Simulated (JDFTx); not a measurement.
TiTe2 under changes of volume

One of the cells (26.760 Å³/atom); the others are scaled copies at fixed shape and fractional positions:

```
CELL_PARAMETERS angstrom
3.77700 0.00000 0.00000
-1.88850 3.27098 0.00000
0.00000 0.00000 6.49800
ATOMIC_POSITIONS crystal
Te 0.33333 0.66667 0.73720
Te 0.66667 0.33333 0.26280
Ti 0.00000 0.00000 0.00000
```

- Program: JDFTx 1.7.0 (patched build)
- Functional: PBEsol
- Potentials or basis: PseudoDojo-SR-PBEsol-0.4.1-standard with smoothed tails
- Cutoff: 1143 eV
- Density cutoff: 9143 eV
- k mesh: 8 × 8 × 4
- Occupations: fermi-dirac, width 0.05 eV
- Spin: no spin polarisation

```csv
volume (Å³/atom),energy over the lowest point (meV/atom),pressure (GPa),largest force (eV/Å)
25.154,?,?,?
25.689,0.00,0.5,0.239
26.225,0.65,-0.9,0.054
26.760,5.80,-2.2,0.119
27.295,14.99,-3.3,0.279
27.830,27.81,-4.4,0.429
28.365,43.89,-5.3,0.569
```

**Question.** What does the run at 25.154 Å³/atom give?

**Answer.** Energy over the lowest point 4.35 meV/atom; pressure 2.1 GPa; largest force 0.436 eV/Å.

Worked out: A Birch-Murnaghan fit of order 3 (a polynomial in V^(-2/3)) to the other rows has its minimum at 25.88 Å³/atom with B0 = V·E''(V) = 70 GPa and B' = 4.2 at fixed shape and positions, which overstates the stiffness. It gives 4.37 meV/atom at 25.154 Å³/atom, against the run's 4.35, and -dE/dV = 2.1 GPa, against 2.1.

Energies are extrapolated to zero smearing.

Caveats: this functional lacks dispersion, which binds the layers, so the pressure and a relaxed spacing across them are unreliable.
